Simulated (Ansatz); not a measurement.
CoO: atomic charges with revPBE+D4+U

Crystal: CoO.

```
Co O
1.0
    -1.50800    1.50800    2.10725
     1.50800   -1.50800    2.10725
     1.50800    1.50800   -2.10725
Co O
1 1
Cartesian
  0.0000 0.0000 0.0000
  0.0000 0.0000 2.1072
```

```yaml
Program: Ansatz 0.2.0
Task: atomic charges
Functional: revPBE
Dispersion: D4
Potentials_or_basis: Ansatz PAW polarizable
Cutoff: 420 eV
Density_cutoff: 1680 eV
k_mesh: 12 × 12 × 12
Occupations: gaussian, width 0.02 eV
Spin: collinear spin, ferromagnetic start
Starting_moments: "[2.0, 0.0] μB"
Hubbard_terms: Co d U = 5.3 eV
Hubbard_projectors: ortho-atomic
Double_counting: fll (the default)
```

```json
{"Pressure": "11.6 GPa", "Band gap on the k mesh": "1.59 eV, indirect (least direct gap 3.16 eV)", "Net moment": "3.00 μB per cell", "Absolute moment": "3.01 μB per cell", "Site moments": "Co +2.63; O +0.18 μB", "Bader charges": "Co +1.35; O -1.35 e"}
```

Stress tensor (GPa, compression positive):
```
10.01  0.00 -0.99
 0.00 11.53  0.00
-0.99  0.00 13.36
```

Levels at points of the mesh, in eV from the valence-band top:
Spin up:
| k point | band 10 | band 11 | band 12 | band 13 | band 14 | band 15 | band 16 | band 17 |
| --- | --- | --- | --- | --- | --- | --- | --- | --- |
| (0.00, 0.00, 0.00) | -5.11 | -2.18 | -2.12 | -2.10 | 1.59 | 17.22 | 18.28 | 18.66 |
| (0.00, 0.00, -0.50) | -4.59 | -4.11 | -3.48 | -3.38 | 6.30 | 10.58 | 12.09 | 16.29 |
| (0.00, -0.50, 0.00) | -4.39 | -3.97 | -0.11 | -0.03 | 5.47 | 10.16 | 13.79 | 14.06 |
| (0.00, -0.50, -0.50) | -4.51 | -3.08 | -0.16 | 0.00 | 5.59 | 10.17 | 13.63 | 14.04 |
| (-0.50, 0.00, -0.50) | -4.52 | -3.10 | -0.09 | -0.06 | 5.58 | 10.17 | 13.80 | 13.88 |
| (-0.50, -0.50, -0.50) | -4.58 | -4.10 | -3.49 | -3.45 | 6.30 | 10.73 | 11.94 | 16.20 |
Spin down:
```csv
k point,band 6,band 7,band 8,band 9,band 10,band 11,band 12,band 13,band 14,band 15
"(0.00, 0.00, 0.00)",-3.68,-3.66,-1.84,-1.80,-1.78,2.22,2.39,2.71,2.71,17.33
"(0.00, 0.00, -0.50)",-5.76,-4.06,-3.14,-3.04,-2.54,2.87,3.21,3.56,7.42,11.06
"(0.00, -0.50, 0.00)",-6.65,-3.54,-3.49,-2.68,-2.57,3.42,4.87,4.91,6.00,11.02
"(0.00, -0.50, -0.50)",-7.51,-4.67,-3.36,-1.77,-1.35,3.35,4.78,4.86,5.99,10.97
"(-0.50, 0.00, -0.50)",-7.50,-4.71,-3.35,-1.83,-1.27,3.34,4.74,4.88,5.99,10.98
"(-0.50, -0.50, -0.50)",-5.73,-4.12,-3.14,-3.12,-2.53,2.93,3.26,3.53,7.42,11.20
```

Eigenvalues of the final occupation matrices:
```
  site  spin  trace               eigenvalues
site 1     1   4.99  1.00 1.00 1.00 1.00 1.00
site 1     2   2.26  0.04 0.12 0.12 0.99 0.99
```

Run time: 6 min on 1 thread of Arm Neoverse V1, on a shared host, peak memory 1.8 GiB.

Caveat: the magnetic or orbital state may not be the lowest; the pressure holds a Pulay correction of +0.7 GPa for the finite cutoff; a cell with one magnetic atom can't hold antiferromagnetic order, which such compounds often take; the PAW data sets come from PBE, with cores solved anew for the run's functional, which leaves a small shift of forces and pressure. The state reached can hang on the start; a lower one may exist.
